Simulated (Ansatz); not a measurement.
**Ta: freezing in a mode**

Aim: for Ta, freeze in mode 6 at growing amplitude.

Method: DFT PBE, scalar-relativistic, plane waves, PAW, in Ansatz 0.2.0.

### 1 The starting structure

It takes space group Im-3m (No. 229, cubic). Conventional cell: a = 3.303 Å, b = 3.303 Å, c = 3.303 Å, α = 90.00°, β = 90.00°, γ = 90.00°. Around Ta (site symmetry m-3m) lie 8 Ta at 2.86 Å.

Coordinates:

```cif
data_structure
_symmetry_space_group_name_H-M 'Im-3m'
_symmetry_Int_Tables_number 229
_cell_length_a 3.3026
_cell_length_b 3.3026
_cell_length_c 3.3026
_cell_angle_alpha 90.000
_cell_angle_beta 90.000
_cell_angle_gamma 90.000
_cell_volume 36.02
loop_
_atom_site_label
_atom_site_type_symbol
_atom_site_symmetry_multiplicity
_atom_site_Wyckoff_symbol
_atom_site_fract_x
_atom_site_fract_y
_atom_site_fract_z
_atom_site_occupancy
Ta1 Ta 2 a 0.00000 0.00000 0.00000 1
```

No relaxation comes first: the listed cell is the starting point.

### 2 The reference cell

The cell is repeated 2 times, 2 atoms in all. The reference gives a free energy of -19864.5112 eV, pressure 3.02 GPa, largest force 0.000 eV/Å and gap on the mesh none (metal). It was computed beforehand with the settings of the runs below.

### 3 Next: freezing in a mode

Mode 6 of the phonon run on this cell, counted from the lowest, is frozen in: each atom moves by x times its row below, so x is the largest displacement.

```
atom     ux     uy      uz
 Ta1  0.000  0.000  -1.000
 Ta2  0.000  0.000   1.000
```

### 4 At x = -0.200 Å

Input file input.yaml:

```yaml
crystal:
  lattice:
    - [-1.65128, 1.65128, 1.65128]
    - [1.65128, -1.65128, 1.65128]
    - [3.30256, 3.30256, 0.0]
  atoms:
    - { symbol: Ta, position: [0.0605590814, 0.0605590814, 0.0] }
    - { symbol: Ta, position: [0.4394409186, 0.4394409186, 0.5] }
basis:
  ecutwfc: 420
kpoints:
  mp_grid: { grid: [18, 18, 10] }
hamiltonian:
  xc: pbe
scf:
  occupations: { method: gaussian, width: 0.15 }
output:
  forces: true
  stress: true
  eigenvalues: true
```

Launch:

```bash
$ ansatz run input.yaml --threads 2 --pin off --max-ram 5120MiB --backend cpu --events-out ev --progress --plain --runs-dir out
```

Output (excerpt; [...] marks lines left out):

```text
Warning: RAYON_NUM_THREADS=2 ignored (pool sized by the plan → 2); use --threads N
[...]
Pseudopotentials: kind: paw
Pseudopotential: Ta, paw, valence charge 13, recommended cutoff 420 eV (normal), Ta.paw.azcp
Functional definition: PBE
[...]
Crystal: 2 atoms, lattice volume = 36.021 Å³
Basis set: ecut = 420 eV, 709 PW (Γ), exchange–correlation on 40×40×64 points (8 copies of the dense FFT grid, shifted against one another)
Bands: 17, of which v1, the nominal top of the filled ones, is band 13 counted from 1 (12 counted from 0)
Symmetry: 8 space group operations
Space group: Cmcm (ITA 63), of the structure as read, at distance tolerance 3.3e-5 Å
k-points: 546 of 3240
[...]
SCF iter   1: F=—  HF=-19864.055677 eV  |F-HF|=—  |Δ(HF+E_count)|=         —  Δρ=5.54e-3  dr2=4.25e-3  ethr=1.77e-3  ⟨swp⟩=5.0  Hψ=40212  notcnv=0
[...]
SCF iter   6: F=-19864.055569 eV  HF=-19864.055569 eV  |F-HF|=1.79e-9  |Δ(HF+E_count)|=   2.80e-9  Δρ=3.57e-6  dr2=2.68e-9  ethr=5.91e-11  ⟨swp⟩=2.1  Hψ=33301  notcnv=0
[...]
SCF converged after 6 iterations
Free energy (F): -19864.055569 eV
[...]
E sigma→0 (E₀):  -19864.041551 eV
Entropy (-TS):   -0.028036 eV (-14.018 meV/atom)
Fermi energy:    18.748264 eV
[...]
--- Forces (eV/Å), atoms counted from 1 ---
  atom   1  Ta    -0.00000000     0.00000000    -1.76403617
  atom   2  Ta    -0.00000000     0.00000000     1.76403617
[...]
--- Stress (GPa, compression-positive) ---
        7.517895       4.078637       0.000000
        4.078637       7.517895       0.000000
        0.000000       0.000000       1.526102
  P = ⅓ Tr σ = 5.5206 GPa (55.206 kbar)
--- Band table (eV; the first three rows and the last of 546) ---
  k-point 0: bands = ["-48.4346", "-48.2763", "-15.7615", "-14.7438", "-14.4262", "-14.3695", "-14.3146", "-14.2503", "10.7791", "14.4632", "17.3442", "18.9338", "18.9918", "19.7119", "20.4689", "22.3038", "22.5501"]
[...]
```

Run time: 7.6 s. Hardware: 2 threads of Arm Neoverse V1, shared host; peak memory 0.52 GiB.

### 5 Point x = 0.150 Å

Changes to input.yaml since step 4:

```diff
@@ -6,4 +6,4 @@
   atoms:
-    - { symbol: Ta, position: [0.0605590814, 0.0605590814, 0.0] }
-    - { symbol: Ta, position: [0.4394409186, 0.4394409186, 0.5] }
+    - { symbol: Ta, position: [-0.0454193111, -0.0454193111, 0.0] }
+    - { symbol: Ta, position: [0.5454193111, 0.5454193111, 0.5] }
 basis:
```

Launch:

```bash
$ ansatz run input.yaml --threads 2 --pin off --max-ram 5120MiB --backend cpu --events-out ev --progress --plain --runs-dir out
```

Output (excerpt; [...] marks lines left out):

```text
Warning: RAYON_NUM_THREADS=2 ignored (pool sized by the plan → 2); use --threads N
[...]
[... 3 set-up lines as earlier in the session ...]
[...]
Crystal: 2 atoms, lattice volume = 36.021 Å³
Basis set: ecut = 420 eV, 709 PW (Γ), exchange–correlation on 40×40×64 points (8 copies of the dense FFT grid, shifted against one another)
Bands: 17, of which v1, the nominal top of the filled ones, is band 13 counted from 1 (12 counted from 0)
[... 2 set-up lines as earlier in the session ...]
k-points: 546 of 3240
[...]
SCF iter   1: F=—  HF=-19864.228378 eV  |F-HF|=—  |Δ(HF+E_count)|=         —  Δρ=3.86e-3  dr2=2.15e-3  ethr=1.77e-3  ⟨swp⟩=5.0  Hψ=40146  notcnv=0
[...]
SCF iter   6: F=-19864.228651 eV  HF=-19864.228651 eV  |F-HF|=1.36e-9  |Δ(HF+E_count)|=   7.71e-9  Δρ=2.67e-6  dr2=2.06e-9  ethr=6.11e-11  ⟨swp⟩=2.2  Hψ=34180  notcnv=0
[...]
SCF converged after 6 iterations
Free energy (F): -19864.228651 eV
[...]
E sigma→0 (E₀):  -19864.213607 eV
Entropy (-TS):   -0.030088 eV (-15.044 meV/atom)
Fermi energy:    18.714328 eV
[...]
--- Forces (eV/Å), atoms counted from 1 ---
  atom   1  Ta     0.00000000     0.00000000     1.64937228
  atom   2  Ta     0.00000000     0.00000000    -1.64937228
[...]
--- Stress (GPa, compression-positive) ---
        5.666594       2.703358       0.000000
        2.703358       5.666594       0.000000
        0.000000       0.000000       2.213786
  P = ⅓ Tr σ = 4.5157 GPa (45.157 kbar)
--- Band table (eV; the first three rows and the last of 546) ---
  k-point 0: bands = ["-48.4336", "-48.2936", "-15.6760", "-14.7525", "-14.4064", "-14.3744", "-14.3461", "-14.3085", "10.7637", "14.3772", "17.2381", "19.1287", "19.1510", "19.5849", "20.3393", "22.4385", "22.5412"]
[...]
```

Wall time 7.5 s (2 threads of Arm Neoverse V1, shared host); peak memory 0.52 GiB.

### 6 x = -0.100 Å

Changes to input.yaml since step 5:

```diff
@@ -6,4 +6,4 @@
   atoms:
-    - { symbol: Ta, position: [-0.0454193111, -0.0454193111, 0.0] }
-    - { symbol: Ta, position: [0.5454193111, 0.5454193111, 0.5] }
+    - { symbol: Ta, position: [0.0302795407, 0.0302795407, 0.0] }
+    - { symbol: Ta, position: [0.4697204593, 0.4697204593, 0.5] }
 basis:
```

Launch:

```bash
$ ansatz run input.yaml --threads 2 --pin off --max-ram 5120MiB --backend cpu --events-out ev --progress --plain --runs-dir out
```

Output (excerpt; [...] marks lines left out):

```text
Warning: RAYON_NUM_THREADS=2 ignored (pool sized by the plan → 2); use --threads N
[...]
[... 3 set-up lines as earlier in the session ...]
[...]
Crystal: 2 atoms, lattice volume = 36.021 Å³
Basis set: ecut = 420 eV, 709 PW (Γ), exchange–correlation on 40×40×64 points (8 copies of the dense FFT grid, shifted against one another)
Bands: 17, of which v1, the nominal top of the filled ones, is band 13 counted from 1 (12 counted from 0)
[... 2 set-up lines as earlier in the session ...]
k-points: 546 of 3240
[...]
SCF iter   1: F=—  HF=-19864.376025 eV  |F-HF|=—  |Δ(HF+E_count)|=         —  Δρ=2.67e-3  dr2=9.19e-4  ethr=1.77e-3  ⟨swp⟩=5.0  Hψ=40312  notcnv=0
[...]
SCF iter   6: F=-19864.376536 eV  HF=-19864.376536 eV  |F-HF|=3.74e-9  |Δ(HF+E_count)|=   2.16e-9  Δρ=4.24e-6  dr2=5.03e-9  ethr=2.03e-10  ⟨swp⟩=2.6  Hψ=34400  notcnv=0
[...]
SCF converged after 6 iterations
Free energy (F): -19864.376536 eV
[...]
E sigma→0 (E₀):  -19864.361037 eV
Entropy (-TS):   -0.030999 eV (-15.500 meV/atom)
Fermi energy:    18.677730 eV
[...]
--- Forces (eV/Å), atoms counted from 1 ---
  atom   1  Ta     0.00000000     0.00000000    -1.27223658
  atom   2  Ta     0.00000000     0.00000000     1.27223658
[...]
--- Stress (GPa, compression-positive) ---
        4.274386       1.443220       0.000000
        1.443220       4.274386       0.000000
        0.000000      -0.000000       2.668074
  P = ⅓ Tr σ = 3.7389 GPa (37.389 kbar)
--- Band table (eV; the first three rows and the last of 546) ---
  k-point 0: bands = ["-48.4308", "-48.3040", "-15.6096", "-14.7560", "-14.3907", "-14.3771", "-14.3684", "-14.3465", "10.7523", "14.3165", "17.1615", "19.2683", "19.2732", "19.4754", "20.2721", "22.5374", "22.5512"]
[...]
```

Run time: 7.7 s. Hardware: 2 threads of Arm Neoverse V1, shared host; peak memory 0.52 GiB.

### 7 x = 0.050 Å

Changes to input.yaml since step 6:

```diff
@@ -6,4 +6,4 @@
   atoms:
-    - { symbol: Ta, position: [0.0302795407, 0.0302795407, 0.0] }
-    - { symbol: Ta, position: [0.4697204593, 0.4697204593, 0.5] }
+    - { symbol: Ta, position: [-0.0151397704, -0.0151397704, 0.0] }
+    - { symbol: Ta, position: [0.5151397704, 0.5151397704, 0.5] }
 basis:
```

Launch:

```bash
$ ansatz run input.yaml --threads 2 --pin off --max-ram 5120MiB --backend cpu --events-out ev --progress --plain --runs-dir out
```

Output (excerpt; [...] marks lines left out):

```text
[...]
SCF converged after 6 iterations
Free energy (F): -19864.476187 eV
[...]
E sigma→0 (E₀):  -19864.461401 eV
Entropy (-TS):   -0.029572 eV (-14.786 meV/atom)
Fermi energy:    18.655255 eV
[...]
--- Forces (eV/Å), atoms counted from 1 ---
  atom   1  Ta     0.00000000     0.00000000     0.69142686
  atom   2  Ta     0.00000000     0.00000000    -0.69142686
[...]
--- Stress (GPa, compression-positive) ---
        3.353989       0.483811      -0.000000
        0.483811       3.353989      -0.000000
        0.000000       0.000000       2.923587
  P = ⅓ Tr σ = 3.2105 GPa (32.105 kbar)
--- Band table (eV; the first three rows and the last of 546) ---
  k-point 0: bands = ["-48.4295", "-48.3106", "-15.5702", "-14.7577", "-14.3815", "-14.3815", "-14.3783", "-14.3703", "10.7453", "14.2806", "17.1158", "19.3507", "19.3511", "19.4029", "20.2390", "22.5367", "22.6263"]
[...]
```

Run time: 7.5 s. Hardware: 2 threads of Arm Neoverse V1, shared host; peak memory 0.52 GiB.

### 8 x = 0.175 Å

Changes to input.yaml since step 7:

```diff
@@ -6,4 +6,4 @@
   atoms:
-    - { symbol: Ta, position: [-0.0151397704, -0.0151397704, 0.0] }
-    - { symbol: Ta, position: [0.5151397704, 0.5151397704, 0.5] }
+    - { symbol: Ta, position: [-0.0529891963, -0.0529891963, 0.0] }
+    - { symbol: Ta, position: [0.5529891963, 0.5529891963, 0.5] }
 basis:
```

Launch:

```bash
$ ansatz run input.yaml --threads 2 --pin off --max-ram 5120MiB --backend cpu --events-out ev --progress --plain --runs-dir out
```

Output (excerpt; [...] marks lines left out):

```text
Warning: RAYON_NUM_THREADS=2 ignored (pool sized by the plan → 2); use --threads N
[...]
[... 3 set-up lines as earlier in the session ...]
[...]
Crystal: 2 atoms, lattice volume = 36.021 Å³
Basis set: ecut = 420 eV, 709 PW (Γ), exchange–correlation on 40×40×64 points (8 copies of the dense FFT grid, shifted against one another)
Bands: 17, of which v1, the nominal top of the filled ones, is band 13 counted from 1 (12 counted from 0)
[... 2 set-up lines as earlier in the session ...]
k-points: 546 of 3240
[...]
SCF iter   1: F=—  HF=-19864.143420 eV  |F-HF|=—  |Δ(HF+E_count)|=         —  Δρ=4.65e-3  dr2=3.10e-3  ethr=1.77e-3  ⟨swp⟩=5.0  Hψ=40225  notcnv=0
[...]
SCF iter   6: F=-19864.143513 eV  HF=-19864.143513 eV  |F-HF|=5.89e-10  |Δ(HF+E_count)|=   6.98e-9  Δρ=2.82e-6  dr2=1.09e-9  ethr=3.36e-11  ⟨swp⟩=2.1  Hψ=32873  notcnv=0
[...]
SCF converged after 6 iterations
Free energy (F): -19864.143513 eV
[...]
E sigma→0 (E₀):  -19864.128838 eV
Entropy (-TS):   -0.029350 eV (-14.675 meV/atom)
Fermi energy:    18.733343 eV
[...]
--- Forces (eV/Å), atoms counted from 1 ---
  atom   1  Ta    -0.00000000     0.00000000     1.74337911
  atom   2  Ta     0.00000000     0.00000000    -1.74337911
[...]
--- Stress (GPa, compression-positive) ---
        6.527779       3.372650      -0.000000
        3.372650       6.527779       0.000000
        0.000000       0.000000       1.899874
  P = ⅓ Tr σ = 4.9851 GPa (49.851 kbar)
--- Band table (eV; the first three rows and the last of 546) ---
  k-point 0: bands = ["-48.4342", "-48.2856", "-15.7168", "-14.7487", "-14.4156", "-14.3717", "-14.3310", "-14.2822", "10.7710", "14.4171", "17.2878", "19.0381", "19.0758", "19.6481", "20.3938", "22.3731", "22.5452"]
[...]
```

Run time: 7.5 s. Hardware: 2 threads of Arm Neoverse V1, shared host; peak memory 0.52 GiB.

### 9 Point x = 0.125 Å

Changes to input.yaml since step 8:

```diff
@@ -6,4 +6,4 @@
   atoms:
-    - { symbol: Ta, position: [-0.0529891963, -0.0529891963, 0.0] }
-    - { symbol: Ta, position: [0.5529891963, 0.5529891963, 0.5] }
+    - { symbol: Ta, position: [-0.0378494259, -0.0378494259, 0.0] }
+    - { symbol: Ta, position: [0.5378494259, 0.5378494259, 0.5] }
 basis:
```

Launch:

```bash
$ ansatz run input.yaml --threads 2 --pin off --max-ram 5120MiB --backend cpu --events-out ev --progress --plain --runs-dir out
```

Output (excerpt; [...] marks lines left out):

```text
[...]
SCF converged after 6 iterations
Free energy (F): -19864.307320 eV
[...]
E sigma→0 (E₀):  -19864.291920 eV
Entropy (-TS):   -0.030800 eV (-15.400 meV/atom)
Fermi energy:    18.694814 eV
[...]
--- Forces (eV/Å), atoms counted from 1 ---
  atom   1  Ta     0.00000000     0.00000000     1.48769363
  atom   2  Ta     0.00000000     0.00000000    -1.48769363
[...]
--- Stress (GPa, compression-positive) ---
        4.914107       2.054787       0.000000
        2.054787       4.914107      -0.000000
        0.000000      -0.000000       2.469545
  P = ⅓ Tr σ = 4.0993 GPa (40.993 kbar)
--- Band table (eV; the first three rows and the last of 546) ---
  k-point 0: bands = ["-48.4323", "-48.2995", "-15.6397", "-14.7548", "-14.3980", "-14.3762", "-14.3586", "-14.3295", "10.7575", "14.3437", "17.1959", "19.2056", "19.2171", "19.5264", "20.3001", "22.4986", "22.5387"]
[...]
```

Wall time 7.6 s (2 threads of Arm Neoverse V1, shared host); peak memory 0.52 GiB.

### 10 Point x = 0.075 Å

Changes to input.yaml since step 9:

```diff
@@ -6,4 +6,4 @@
   atoms:
-    - { symbol: Ta, position: [-0.0378494259, -0.0378494259, 0.0] }
-    - { symbol: Ta, position: [0.5378494259, 0.5378494259, 0.5] }
+    - { symbol: Ta, position: [-0.0227096555, -0.0227096555, 0.0] }
+    - { symbol: Ta, position: [0.5227096555, 0.5227096555, 0.5] }
 basis:
```

Launch:

```bash
$ ansatz run input.yaml --threads 2 --pin off --max-ram 5120MiB --backend cpu --events-out ev --progress --plain --runs-dir out
```

Output (excerpt; [...] marks lines left out):

```text
[...]
SCF converged after 6 iterations
Free energy (F): -19864.433655 eV
[...]
E sigma→0 (E₀):  -19864.418507 eV
Entropy (-TS):   -0.030295 eV (-15.147 meV/atom)
Fermi energy:    18.664631 eV
[...]
--- Forces (eV/Å), atoms counted from 1 ---
  atom   1  Ta     0.00000000     0.00000000     1.00391924
  atom   2  Ta     0.00000000     0.00000000    -1.00391924
[...]
--- Stress (GPa, compression-positive) ---
        3.747906       0.903069      -0.000000
        0.903069       3.747906       0.000000
       -0.000000       0.000000       2.817784
  P = ⅓ Tr σ = 3.4379 GPa (34.379 kbar)
--- Band table (eV; the first three rows and the last of 546) ---
  k-point 0: bands = ["-48.4299", "-48.3077", "-15.5865", "-14.7569", "-14.3852", "-14.3777", "-14.3760", "-14.3602", "10.7483", "14.2955", "17.1349", "19.3165", "19.3183", "19.4336", "20.2523", "22.5369", "22.5943"]
[...]
```

Run time: 7.8 s. Hardware: 2 threads of Arm Neoverse V1, shared host; peak memory 0.52 GiB.

### 11 Point x = 0.025 Å

Changes to input.yaml since step 10:

```diff
@@ -6,4 +6,4 @@
   atoms:
-    - { symbol: Ta, position: [-0.0227096555, -0.0227096555, 0.0] }
-    - { symbol: Ta, position: [0.5227096555, 0.5227096555, 0.5] }
+    - { symbol: Ta, position: [-0.0075698852, -0.0075698852, 0.0] }
+    - { symbol: Ta, position: [0.5075698852, 0.5075698852, 0.5] }
 basis:
```

Launch:

```bash
$ ansatz run input.yaml --threads 2 --pin off --max-ram 5120MiB --backend cpu --events-out ev --progress --plain --runs-dir out
```

Output (excerpt; [...] marks lines left out):

```text
Warning: RAYON_NUM_THREADS=2 ignored (pool sized by the plan → 2); use --threads N
[...]
[... 3 set-up lines as earlier in the session ...]
[...]
Crystal: 2 atoms, lattice volume = 36.021 Å³
Basis set: ecut = 420 eV, 709 PW (Γ), exchange–correlation on 40×40×64 points (8 copies of the dense FFT grid, shifted against one another)
Bands: 17, of which v1, the nominal top of the filled ones, is band 13 counted from 1 (12 counted from 0)
[... 2 set-up lines as earlier in the session ...]
k-points: 546 of 3240
[...]
SCF iter   1: F=—  HF=-19864.501712 eV  |F-HF|=—  |Δ(HF+E_count)|=         —  Δρ=2.14e-3  dr2=4.36e-4  ethr=1.77e-3  ⟨swp⟩=5.0  Hψ=40268  notcnv=0
[...]
SCF iter   6: F=-19864.502349 eV  HF=-19864.502349 eV  |F-HF|=9.46e-10  |Δ(HF+E_count)|=   2.49e-9  Δρ=2.18e-6  dr2=1.20e-9  ethr=3.85e-10  ⟨swp⟩=4.6  Hψ=33486  notcnv=0
[...]
SCF converged after 6 iterations
Free energy (F): -19864.502349 eV
[...]
E sigma→0 (E₀):  -19864.487725 eV
Entropy (-TS):   -0.029248 eV (-14.624 meV/atom)
Fermi energy:    18.649246 eV
[...]
--- Forces (eV/Å), atoms counted from 1 ---
  atom   1  Ta     0.00000000     0.00000000     0.35188945
  atom   2  Ta     0.00000000     0.00000000    -0.35188945
[...]
--- Stress (GPa, compression-positive) ---
        3.113296       0.221642       0.000000
        0.221642       3.113296       0.000000
       -0.000000      -0.000000       2.987386
  P = ⅓ Tr σ = 3.0713 GPa (30.713 kbar)
--- Band table (eV; the first three rows and the last of 546) ---
  k-point 0: bands = ["-48.4293", "-48.3124", "-15.5604", "-14.7582", "-14.3850", "-14.3793", "-14.3788", "-14.3764", "10.7435", "14.2716", "17.1043", "19.3709", "19.3710", "19.3842", "20.2315", "22.5365", "22.6460"]
[...]
```

Wall time 7.5 s (2 threads of Arm Neoverse V1, shared host); peak memory 0.52 GiB.

### 12 Results of the scan

Collected from the runs (energy zero: the undisturbed cell):

```csv
x (Å),ΔE (meV/cell),force along the mode (eV/Å),pressure (GPa)
-0.200,455.6,3.528,5.5
-0.100,134.6,2.544,3.7
0.000,0.0,0.000,3.0
0.025,8.8,-0.704,3.1
0.050,35.0,-1.383,3.2
0.075,77.5,-2.008,3.4
0.125,203.9,-2.975,4.1
0.150,282.5,-3.299,4.5
0.175,367.7,-3.487,5.0
```

Not run, since symmetry makes them alike: 0.200 repeats -0.200, -0.150 repeats 0.150, 0.100 repeats -0.100, -0.050 repeats 0.050. Energy, pressure and gap are the same there.

### 13 Results

| quantity | value |
| --- | --- |
| harmonic wavenumber of the mode | 146 cm⁻¹ |
| the same from the force at an amplitude of 0.025 Å | 145 cm⁻¹ |

**Reading.** The force at the smallest amplitude gives 145 cm⁻¹ against 146 cm⁻¹ from the phonon run, so the curve is close to a parabola there. The undisturbed cell stays the lowest of the sampled points. The runs treat Ta without spin-orbit coupling.
